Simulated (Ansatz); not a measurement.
Clean, relaxed (111) surface of Ti, space group Im-3m (No. 229) (top face towards +c; atoms held fixed, by place in the list: 1, 2, 3, 4):

```xyz
8
Lattice="4.5987 0.0000 0.0000 -2.2994 3.9826 0.0000 0.0000 0.0000 23.5710" Properties=species:S:1:pos:R:3 pbc="T T T"
Ti    2.2994    1.3275    8.5000
Ti    0.0000    2.6551    9.4387
Ti    0.0000    0.0000   10.3774
Ti    2.2994    1.3275   11.3161
Ti    0.0000    2.6551   12.3783
Ti    0.0000    0.0000   13.5218
Ti    2.2994    1.3275   13.9157
Ti    0.0000    2.6551   15.0059
```

The calculation used DFT r2SCAN, scalar-relativistic, plane waves, PAW (Ansatz 0.2.0). Plane waves to 500 eV, a k mesh through Γ of 9×9×1 on the computed 8-atom cell and Gaussian smearing (0.10 eV); no spin polarisation. A dipole correction removes the field between periodic images along c.

B (atom) is put at the top (Ti) at (0.33, 0.67) site, one adsorbate per 18.3 Å², and relaxed. The adsorption energy is E(slab + adsorbate) − E(slab) − E(free adsorbate, spin-polarised where open-shell). Heights count from the highest slab atom after relaxation. Bonded neighbours lie within 1.25 times the sum of covalent radii (1.35 for H) and, on that scale, within 12 % of the closest. With the adsorbate the cell is lengthened along c to keep the vacuum.

(1) How strongly does it bind, and where does its anchoring atom end?

(2) How high does its anchoring atom sit over the highest slab atom, and what is the shortest contact with the surface?

(3) The clean face has a work function of 3.28 eV. How does the adsorbate change it?

Each end is the local minimum or symmetric point that its start leads to. This isn't the usual crystal structure of Ti. The slab is only 6.6 Å thick, so the energies aren't converged with thickness.

For at least one of the starts the bottom face's work function also shifts by over 0.1 eV: the slab is too thin to screen the adsorbate, so the work functions aren't converged with thickness.

The adsorbed runs have no spin polarisation, so weakly bound open-shell ends lie too high.

## Answers

(1) -1.62 eV; at (0.33, 0.67), 1 bonded neighbour (Ti).

(2) 2.14 Å; B–Ti 2.14 Å.

(3) By +1.93 eV.

Cost: 3 runs of about 66 core-minutes in all, on Intel Xeon Platinum 8259CL (Skylake/Cascade Lake) (shared hosts).